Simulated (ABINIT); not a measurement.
# Ti (Fm-3m) in ABINIT: single point with LDA

Aim: the single point of Ti with LDA.

Everything below comes from runs of ABINIT 10.8.3 (patched build). Logs are shortened: lines on timing, memory, paths and dates and some standing lists are left out, and cuts for length are marked. The log counts tension as positive stress, the text compression.

### 1 The crystal as given

The structure is cubic, space group Fm-3m (No. 225). The conventional cell has a = 4.060 Å, b = 4.060 Å, c = 4.060 Å, α = 90.00°, β = 90.00°, γ = 90.00°. Around Ti (site symmetry m-3m) lie 12 Ti at 2.87 Å.

This isn't the form of Ti at room conditions, which is hcp.

### 2 Single point, LDA

The input, run.abi:

```
pp_dirpath "./"
pseudos "Ti.upf"

acell 3*1.0 Angstrom
rprim
     0.0000000000     2.0300000000     2.0300000000
     2.0300000000     0.0000000000     2.0300000000
     2.0300000000     2.0300000000     0.0000000000
ntypat 1
znucl 22
natom 1
typat 1
xred
     0.0000000000     0.0000000000     0.0000000000

ecut 35.0

kptopt 1
ngkpt 8 8 8
nshiftk 1
shiftk 0.0 0.0 0.0

ixc 7

nband 10
occopt 3
tsmear 0.05 eV

nstep 100
tolvrs 1.0e-10

iomode 3
prtwf 0
prtden 0
prteig 0
prtebands 0
enunit 1
```

Potentials or basis: PseudoDojo NC SR LDA v0.4.1 standard.

Launch:

```sh
> abinit run.abi > log 2>&1
```

run.abo:

```text
.Version 10.8.3 of ABINIT
 Symmetries : space group Fm -3 m (#225); Bravais cF (face-center cubic)
================================================================================
 Values of the parameters that define the memory need of the present run
     intxc =       0    ionmov =       0      iscf =       7    lmnmax =       6
     lnmax =       6     mgfft =      30  mpssoang =       3    mqgrid =    3001
     natom =       1  nloc_mem =       1    nspden =       1   nspinor =       1
    nsppol =       1      nsym =      48    n1xccc =    2501    ntypat =       1
    occopt =       3   xclevel =       1
       mpw =        1135          nfft =       27000          nkpt =          29
================================================================================
================================================================================

--------------------------------------------------------------------------------
------------- Echo of variables that govern the present computation ------------
--------------------------------------------------------------------------------
 -outvars: echo values of preprocessed input variables --------
            acell      1.8897261259E+00  1.8897261259E+00  1.8897261259E+00 Bohr
              amu      4.78800000E+01
             ecut      3.50000000E+01 Hartree
           enunit           1
              ixc           7
         kptrlatt        8    0    0      0    8    0      0    0    8
          kptrlen      4.34010154E+01
            natom           1
            nband          10
            ngfft          30      30      30
             nkpt          29
            nstep         100
             nsym          48
           ntypat           1
           occopt           3
           prtden           0
        prtebands           0
           prteig           0
            prtwf           0
            rprim      0.0000000000E+00  2.0300000000E+00  2.0300000000E+00
                       2.0300000000E+00  0.0000000000E+00  2.0300000000E+00
                       2.0300000000E+00  2.0300000000E+00  0.0000000000E+00
          spgroup         225
           tolvrs      1.00000000E-10
           tsmear      1.83746611E-03 Hartree
            typat      1
            znucl       22.00000

================================================================================

 chkinp: Checking input parameters for consistency.

================================================================================
== DATASET  1 ==================================================================

--- !DatasetInfo
iteration_state: {dtset: 1, }
dimensions: {natom: 1, nkpt: 29, mband: 10, nsppol: 1, nspinor: 1, nspden: 1, mpw: 1135, }
cutoff_energies: {ecut:  35.0, pawecutdg:  -1.0, }
electrons: {nelect:   1.20000000E+01, charge:   0.00000000E+00, occopt:   3.00000000E+00, tsmear:   1.83746611E-03, }
meta: {optdriver: 0, ionmov: 0, optcell: 0, iscf: 7, paral_kgb: 0, }
...

 Exchange-correlation functional for the present dataset will be:
  LDA: Perdew-Wang 92 LSD fit to Ceperley-Alder data - ixc=7
  J.P.Perdew and Y.Wang, PRB 45, 13244 (1992)

 Real(R)+Recip(G) space primitive vectors, cartesian coordinates (Bohr,Bohr^-1):
 R(1)=  0.0000000  3.8361440  3.8361440  G(1)= -0.1303392  0.1303392  0.1303392
 R(2)=  3.8361440  0.0000000  3.8361440  G(2)=  0.1303392 -0.1303392  0.1303392
 R(3)=  3.8361440  3.8361440  0.0000000  G(3)=  0.1303392  0.1303392 -0.1303392
 Unit cell volume ucvol=  1.1290540E+02 bohr^3
 Angles (23,13,12)=  6.00000000E+01  6.00000000E+01  6.00000000E+01 degrees

 getcut: wavevector=  0.0000  0.0000  0.0000  ngfft=  30  30  30
         ecut(hartree)=     35.000   => boxcut(ratio)=   2.07871

--- Pseudopotential description ------------------------------------------------
- pspini: atom type   1  psp file is ./Ti.upf
12 -1012 2 -1 1568                            pspcod,pspxc,lmax,lloc,mmax
     nproj     2     2     2

   1.78123585E+02                                ecore*ucvol(ha*bohr**3)
--------------------------------------------------------------------------------

================================================================================

--- !BeginCycle
iteration_state: {dtset: 1, }
solver: {iscf: 7, nstep: 100, nline: 4, wfoptalg: 0, }
tolerances: {tolvrs: 1.00E-10, }
...

     iter   Etot(hartree)      deltaE(h)  residm     vres2
 ETOT  1  -59.303101717232    -5.930E+01 2.233E-01 3.786E+01
 ETOT  2  -59.333240883209    -3.014E-02 2.718E-01 3.373E+01
 ETOT  3  -59.343195064876    -9.954E-03 2.135E-02 3.487E-02
 ETOT  4  -59.343211411144    -1.635E-05 3.261E-03 1.089E-03
 ETOT  5  -59.343211786891    -3.757E-07 7.058E-04 6.734E-05
 ETOT  6  -59.343211806886    -2.000E-08 2.672E-03 3.185E-07
 ETOT  7  -59.343211807000    -1.138E-10 8.540E-04 1.654E-11

 At SCF step    7       vres2   =  1.65E-11 < tolvrs=  1.00E-10 =>converged.

 Cartesian components of stress tensor (hartree/bohr^3)
  sigma(1 1)=  2.01326747E-04  sigma(3 2)=  0.00000000E+00
  sigma(2 2)=  2.01326747E-04  sigma(3 1)=  0.00000000E+00
  sigma(3 3)=  2.01326747E-04  sigma(2 1)=  0.00000000E+00

--- !ResultsGS
iteration_state: {dtset: 1, }
comment   : Summary of ground state results
lattice_vectors:
- [  0.0000000,   3.8361440,   3.8361440, ]
- [  3.8361440,   0.0000000,   3.8361440, ]
- [  3.8361440,   3.8361440,   0.0000000, ]
lattice_lengths: [   5.42513,    5.42513,    5.42513, ]
lattice_angles: [ 60.000,  60.000,  60.000, ] # degrees, (23, 13, 12)
lattice_volume:   1.1290540E+02
convergence: {deltae: -1.138E-10, res2:  1.654E-11, residm:  8.540E-04, diffor: null, }
etotal    :  -5.93432118E+01
entropy   :   0.00000000E+00
fermie    :   3.68525548E-01
cartesian_stress_tensor: # hartree/bohr^3
- [  2.01326747E-04,   0.00000000E+00,   0.00000000E+00, ]
- [  0.00000000E+00,   2.01326747E-04,   0.00000000E+00, ]
- [  0.00000000E+00,   0.00000000E+00,   2.01326747E-04, ]
pressure_GPa:  -5.9232E+00
xred      :
- [  0.0000E+00,   0.0000E+00,   0.0000E+00, Ti]
cartesian_forces: # hartree/bohr
- [ -0.00000000E+00,  -0.00000000E+00,  -0.00000000E+00, ]
force_length_stats: {min:   0.00000000E+00, max:   0.00000000E+00, mean:   0.00000000E+00, }
...

 Integrated electronic density in atomic spheres:
 ------------------------------------------------
 Atom  Sphere_radius  Integrated_density
    1        2.00000          9.54931476
================================================================================

 ----iterations are completed or convergence reached----

 Mean square residual over all n,k,spin=   30.561E-07; max=  85.399E-05
 reduced coordinates (array xred) for    1 atoms
       0.000000000000      0.000000000000      0.000000000000
 rms dE/dt=  0.0000E+00; max dE/dt=  0.0000E+00; dE/dt below (all hartree)
    1       0.000000000000      0.000000000000      0.000000000000

 cartesian coordinates (angstrom) at end:
    1      0.00000000000000     0.00000000000000     0.00000000000000

 cartesian forces (hartree/bohr) at end:
    1     -0.00000000000000    -0.00000000000000    -0.00000000000000
 frms,max,avg= 0.0000000E+00 0.0000000E+00   0.000E+00  0.000E+00  0.000E+00 h/b

 cartesian forces (eV/Angstrom) at end:
    1     -0.00000000000000    -0.00000000000000    -0.00000000000000
 frms,max,avg= 0.0000000E+00 0.0000000E+00   0.000E+00  0.000E+00  0.000E+00 e/A
 length scales=  1.889726125908  1.889726125908  1.889726125908 bohr
              =  1.000000000000  1.000000000000  1.000000000000 angstroms
 Fermi (or HOMO) energy (eV) =  10.02809   Average Vxc (eV)= -12.07326
 Eigenvalues (   eV  ) for nkpt=  29  k points:
 kpt#   1, nband= 10, wtk=  0.00195, kpt=  0.0000  0.0000  0.0000 (reduced coord)
 -46.04565  -22.16954  -22.16954  -22.16954    3.91138   10.87627   10.87627   10.87627
  12.57720   12.57720
 prteigrs : prtvol=0 or 1, do not print more k-points.

--- !EnergyTerms
iteration_state     : {dtset: 1, }
comment             : Components of total free energy in Hartree
kinetic             :  2.35420184498350E+01
hartree             :  1.18545692740055E+01
xc                  : -8.63829399354540E+00
Ewald energy        : -4.30262871093138E+01
psp_core            :  1.57763566643931E+00
local_psp           : -4.49583577308774E+01
non_local_psp       :  3.06037697411013E-01
internal            : -5.93426777460457E+01
'-kT*entropy'       : -5.34060954438815E-04
total_energy        : -5.93432118070002E+01
total_energy_eV     : -1.61481105755734E+03
band_energy         : -7.09904773056179E+00
...

 Cartesian components of stress tensor (hartree/bohr^3)
  sigma(1 1)=  2.01326747E-04  sigma(3 2)=  0.00000000E+00
  sigma(2 2)=  2.01326747E-04  sigma(3 1)=  0.00000000E+00
  sigma(3 3)=  2.01326747E-04  sigma(2 1)=  0.00000000E+00

-Cartesian components of stress tensor (GPa)         [Pressure= -5.9232E+00 GPa]
- sigma(1 1)=  5.92323740E+00  sigma(3 2)=  0.00000000E+00
- sigma(2 2)=  5.92323740E+00  sigma(3 1)=  0.00000000E+00
- sigma(3 3)=  5.92323740E+00  sigma(2 1)=  0.00000000E+00

== END DATASET(S) ==============================================================
================================================================================

 -outvars: echo values of variables after computation  --------
            acell      1.8897261259E+00  1.8897261259E+00  1.8897261259E+00 Bohr
           etotal     -5.9343211807E+01
            fcart     -0.0000000000E+00 -0.0000000000E+00 -0.0000000000E+00
            rprim      0.0000000000E+00  2.0300000000E+00  2.0300000000E+00
                       2.0300000000E+00  0.0000000000E+00  2.0300000000E+00
                       2.0300000000E+00  2.0300000000E+00  0.0000000000E+00
           strten      2.0132674724E-04  2.0132674724E-04  2.0132674724E-04
                       0.0000000000E+00  0.0000000000E+00  0.0000000000E+00
 Calculation completed.
```

Run time: 5.9 s. Hardware: 1 thread of Arm Neoverse V2, shared host; peak memory 0.06 GiB.

Results:

* Free energy: -1614.8111 eV
* Band gap on the k mesh: none (metal or under the smearing width)
* Valence electrons inside the program's atomic spheres: Ti 9.55 (radii [1.0584] Å)

Levels at points of the mesh, in eV from the Fermi level:
| k point | band 3 | band 4 | band 5 | band 6 | band 7 | band 8 | band 9 | band 10 |
| --- | --- | --- | --- | --- | --- | --- | --- | --- |
| (0.00, 0.00, 0.00) | -32.20 | -32.20 | -6.12 | 0.85 | 0.85 | 0.85 | 2.55 | 2.55 |
| (0.50, 0.00, 0.00) | -32.30 | -32.30 | -2.69 | 0.71 | 0.71 | 0.80 | 3.71 | 3.71 |
| (0.50, 0.50, 0.00) | -32.47 | -32.47 | -2.74 | -1.86 | 3.05 | 3.69 | 4.02 | 4.02 |

Caveat: the cutoff is too short for stress, so the log's stress isn't used.
